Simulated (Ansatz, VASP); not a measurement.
**One calculation of Al2Cu, two programs**

```
Cu Al
1.0
    -2.03034    2.03034    2.85109
     2.03034   -2.03034    2.85109
     2.03034    2.03034   -2.85109
Cu Al
1 2
Direct
  0.50000 0.50000 0.00000
  0.25000 0.75000 0.50000
  0.75000 0.25000 0.50000
```

The cell comes from a database or a generator and needn't be the stable form of this composition.

Alike in both runs: task single point; functional PBEsol; k mesh 9 × 9 × 9; occupations fermi-dirac, width 0.05 eV; no spin polarisation.

```csv
,VASP,Ansatz
version,VASP 6.6.1,Ansatz 0.2.0
potentials or method,"VASP PAW PBE potentials, release 64 (Cu, Al)",Ansatz PAW
plane-wave cutoff (eV),520,420
valence electrons in the cell,17,25
```

```tsv
	VASP	Ansatz	Ansatz less VASP
gap on the k mesh at the Fermi level (eV)	none	none	-
pressure (GPa)	0.1	-0.1	-0.21
largest component of the traceless stress (GPa)	0.11	0.11	+0.008
```

A gap of «none» marks a metal or a gap that the smearing closes. With one functional, cell and mesh, what is left measures potentials, basis and numerics. The two sets of potentials don't hold the same shells in valence.

Caveats: the PAW data sets were made with another functional, which shifts forces and pressure a little (VASP); the PAW data sets come from PBE, with cores solved anew for the run's functional, which leaves a small shift of forces and pressure (Ansatz).
